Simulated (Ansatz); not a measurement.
Runs of Ansatz 0.2.0 on C. Symmetry: Fd-3m, No. 227, cubic system. Conventional cell: a = 3.567 Å, b = 3.567 Å, c = 3.567 Å, α = 90.00°, β = 90.00°, γ = 90.00°. Around C (site symmetry -43m) lie 4 C at 1.54 Å. This isn't the form of C at room conditions, which is graphite.

| task | level | potentials or basis | cell | k mesh | cutoff (eV) | smearing | points for each segment of the path | atoms under strain | gap on the mesh (eV) | pressure (GPa) | V0 of scaled cells (Å³/atom) | B0 (GPa) |
| --- | --- | --- | --- | --- | --- | --- | --- | --- | --- | --- | --- | --- |
| band structure | BLYP | Ansatz PAW | as given | 13 × 13 × 13 | 420 | fermi-dirac 0.05 eV | 14 | - | (c) | 11.0 | - | - |
| band structure | BPBE | Ansatz PAW | as given | 13 × 13 × 13 | 420 | fermi-dirac 0.05 eV | 14 | - | 4.15 | 2.2 | - | - |
| equation of state | PBEsol+D4 | Ansatz PAW | as given | 13 × 13 × 13 | 420 | fermi-dirac 0.05 eV | - | - | - | - | 5.57 | 456 |
| equation of state | r2SCAN | Ansatz PAW | as given | 13 × 13 × 13 | 500 | fermi-dirac 0.05 eV | - | - | - | - | 5.64 | 451 |
| elastic constants | LDA | Ansatz PAW | as given | 11 × 11 × 11 | 420 | fixed | - | relaxed | (b) | -13.1 | - | - |
| Born charges and dielectric tensor | r2SCAN | Ansatz PAW | as given | 13 × 13 × 13 | 500 | fixed | - | - | 4.36 | - | - | - |
| relaxation of cell and atoms | RPBE+D4 | Ansatz PAW | relaxed | 13 × 13 × 13 | 420 | fermi-dirac 0.05 eV | - | - | (a) | 0.0 | - | - |
| equation of state | LDA | PseudoDojo LDA | as given | 13 × 13 × 13 | 1116 | fermi-dirac 0.05 eV | - | - | - | - | 5.53 | 465 |

Alike in all rows: no spin polarisation.

Problem. Fill in the values left out.

Solution. (a) 4.18; (b) 4.10; (c) 4.47.

Caveats: the PAW data sets come from PBE, with cores solved anew for the run's functional, which leaves a small shift of forces and pressure (some runs); odd divisions of the mesh miss points on the zone boundary, where band edges often lie, so the gap on the mesh can be too wide (some runs); the PAW data sets were made with another functional, which shifts forces and pressure a little (some runs); the cell is more than 3 GPa from zero pressure, which shifts response properties (some runs); the plane-wave basis is chosen anew once the cell has moved, so the energies of steps on either side of that aren't comparable (some runs).

A k mesh can miss the band edges.

Runs at the PBE level aren't shown here.
